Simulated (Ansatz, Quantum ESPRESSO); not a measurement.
## Hf: programs and potentials compared

```
CELL_PARAMETERS angstrom
4.96233 0.00000 0.00000
-2.48116 4.29750 0.00000
0.00000 0.00000 3.08623
ATOMIC_POSITIONS crystal
Hf 0.00000 0.00000 0.00000
Hf 0.33333 0.66667 0.50000
Hf 0.66667 0.33333 0.50000
```

This isn't the form of Hf at room conditions, which is hcp.

Alike in all runs: task band structure; functional PBEsol; k mesh 6 × 6 × 9; occupations fermi-dirac, width 0.05 eV; no spin polarisation; no spin-orbit coupling. Pressure is positive in compression and, in plane waves, holds the error of the finite cutoff, which Ansatz's Pulay term estimates and takes out.

```tsv
program and potentials	plane-wave cutoff (eV)	notes	pressure (GPa)
Ansatz, Ansatz PAW	420	potentials made for PBE, which Ansatz adapts in part; 26 valence electrons an atom on average; Pulay term of +0.04 GPa included	-2.68
Quantum ESPRESSO, GBRV 1.5 PBEsol	612	12 valence electrons an atom on average	-2.61
Ansatz, all-electron LAPW, scalar-relativistic	-	-	-2.65
Ansatz, PAW datasets made for the crystal	400	26 valence electrons an atom on average	-2.66
```

The pressure spans -2.68 (Ansatz, Ansatz PAW) to -2.61 GPa (Quantum ESPRESSO, GBRV 1.5 PBEsol), with all-electron results at -2.65.

Differences between rows come from potentials, basis sets and numerical settings, since the functional is the same but for its coding. Runs on potential files found faulty are left out.
